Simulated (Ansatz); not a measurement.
## Bi in Ansatz: convergence with smearing width

Input of the first run (smearing width 0.3 eV); the others differ in this setting and in those tied to it:

input.yaml

```yaml
crystal:
  lattice:
    - [3.488598, -3.132578, 0.0]
    - [3.488598, 3.132578, 0.0]
    - [-1.260235, 0.0, 3.11355]
  atoms:
    - { symbol: Bi, position: [0.750228, 0.751586, 0.849097] }
    - { symbol: Bi, position: [0.247102, 0.253077, 0.144755] }
hamiltonian:
  xc: pbesol
  pseudopotentials: { kind: paw }
kpoints:
  mp_grid: { grid: [4, 4, 6] }
scf:
  occupations: { method: fermi_dirac, width: 0.3 }
output:
  forces: true
  stress: true
  eigenvalues: true
```

Potentials or basis: Ansatz PAW.

Command:

```bash
$ ansatz run input.yaml --threads 2 --pin off --max-ram 5632MiB --backend cpu --events-out ev --progress --plain --runs-dir out
```

The cell isn't the ideal one: atoms moved at random, drawn with an rms of 0.05 Å.

This isn't the form of Bi at room conditions, which is rhombohedral.

Hardware: 2 threads of Intel(R) Xeon(R) Platinum 8488C (Sapphire Rapids), with other jobs on the host.

| smearing width | energy less the tightest run, at zero smearing (meV/atom) | pressure (GPa) | largest force (eV/Å) | SCF cycles | CPU time (s) | peak memory (GiB) |
| --- | --- | --- | --- | --- | --- | --- |
| 0.3 eV | -0.23 | -2.15 | 0.130 | 8 | 2.7 | 0.41 |
| 0.2 eV | -2.22 | -2.38 | 0.158 | 7 | 2.4 | 0.41 |
| 0.15 eV | -2.13 | -2.47 | 0.166 | 7 | 2.3 | 0.4 |
| 0.1 eV | -1.58 | -2.55 | 0.170 | 7 | 2.3 | 0.41 |
| 0.05 eV | -0.93 | -2.63 | 0.173 | 7 | 2.3 | 0.41 |
| 0.025 eV | -0.49 | -2.65 | 0.174 | 7 | 2.3 | 0.4 |
| 0.01 eV | -0.12 | -2.64 | 0.166 | 7 | 2.3 | 0.41 |
| 0.005 eV | 0.00 | -2.64 | 0.160 | 6 | 2.3 | 0.4 |

Against the tightest run, the energy stays within 1 meV/atom from 0.05 eV on; the pressure stays within 0.1 GPa from 0.1 eV on. Not settled before the last step: the largest force (to 0.005 eV/Å). Narrower smearing needs a denser k mesh, so at a fixed mesh the narrowest width isn't the most accurate. The tightest run that finished is the yardstick and may itself not be fully converged.

Caveat, for the tightest run too: spin-orbit coupling is left out, which moves the levels of the heavy elements; the PAW data sets come from PBE, with cores solved anew for the run's functional, which leaves a small shift of forces and pressure.
